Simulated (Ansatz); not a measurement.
## Zone-centre phonons of NbH2 at 3 GPa: input and output

These are results of DFT PBEsol, scalar-relativistic, plane waves, PAW (Ansatz 0.2.0), not measurements.

Launched with:
```bash
ansatz run input.yaml --threads 1 --pin off --max-ram 3072MiB --backend cpu --events-out ev --progress --plain --runs-dir out
```

Input (bare energies are in eV):
```yaml
crystal:
  lattice:
    - [0.0, 2.2488609975, 2.2488609975]
    - [2.2488609975, 0.0, 2.2488609975]
    - [2.2488609975, 2.2488609975, 0.0]
  atoms:
    - { symbol: Nb, position: [0.0, 0.0, 0.0] }
    - { symbol: H, position: [0.25, 0.25, 0.25] }
    - { symbol: H, position: [0.75, 0.75, 0.75] }
basis:
  ecutwfc: 420
kpoints:
  mp_grid: { grid: [16, 16, 16] }
hamiltonian:
  xc: pbesol
scf:
  occupations: { method: fermi_dirac, width: 0.15 }
output:
  eigenvalues: true
phonons:
  method: dfpt
  eigenvectors: true
```

The end of the output:
```
--- Phonons (Γ-DFPT): 2 representative perturbations + reference, on 349 of 4096 k-points (Σ response iterations 6) ---
  k mesh reduced under 8 symmetry operations, with k and −k counted as one. Each operation leaves every solved displacement unchanged or reverses it
  ASR residual: 1.545e-3 → 0.000e0 eV/Å²; symmetrization residual: 5.170e-7 eV/Å²
  ASR residual per site (eV/Å²): 1.55e-3 2.88e-6 2.88e-6
  Γ frequencies (cm⁻¹): 0.00 0.00 0.00 1137.71 1137.71 1137.71 1317.17 1317.17 1317.17
  non-analytic LO–TO correction: not included (Born effective charges unavailable; polar crystals: no LO–TO splitting at Γ)
```

The run took 25 s on 1 thread of Arm Neoverse V1 (shared host), peak memory 0.54 GiB.

In a metal, frequencies and elastic constants depend on the k mesh and the smearing, soft modes and shear constants most.